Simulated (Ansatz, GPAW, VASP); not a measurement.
# TePb: programs and potentials compared

```
CELL_PARAMETERS angstrom
0.00000 3.23100 3.23100
3.23100 0.00000 3.23100
3.23100 3.23100 0.00000
ATOMIC_POSITIONS crystal
Pb 0.00000 0.00000 0.00000
Te 0.50000 0.50000 0.50000
```

Alike in all runs: task single point; functional PBE; k mesh 7 × 7 × 7; occupations gaussian, width 0.012 eV; no spin polarisation; no spin-orbit coupling. Pressure is positive in compression and, in plane waves, holds the error of the finite cutoff.

```tsv
program and potentials	plane-wave cutoff (eV)	notes	pressure (GPa)
Ansatz, all-electron LAPW, scalar-relativistic	-	-	2.12
GPAW, GPAW PAW data sets (gpaw-data 1.2.1)	600	-	1.83
VASP, PBE PAW files Pb_d, Te, 520 eV	520	-	2.05
```

The pressure spans 1.83 (GPAW, GPAW PAW data sets (gpaw-data 1.2.1)) to 2.12 GPa (Ansatz, all-electron LAPW, scalar-relativistic), with all-electron results at 2.12.

Differences between rows come from potentials, basis sets and numerical settings, since the functional is the same but for its coding. Runs on potential files found faulty are left out.
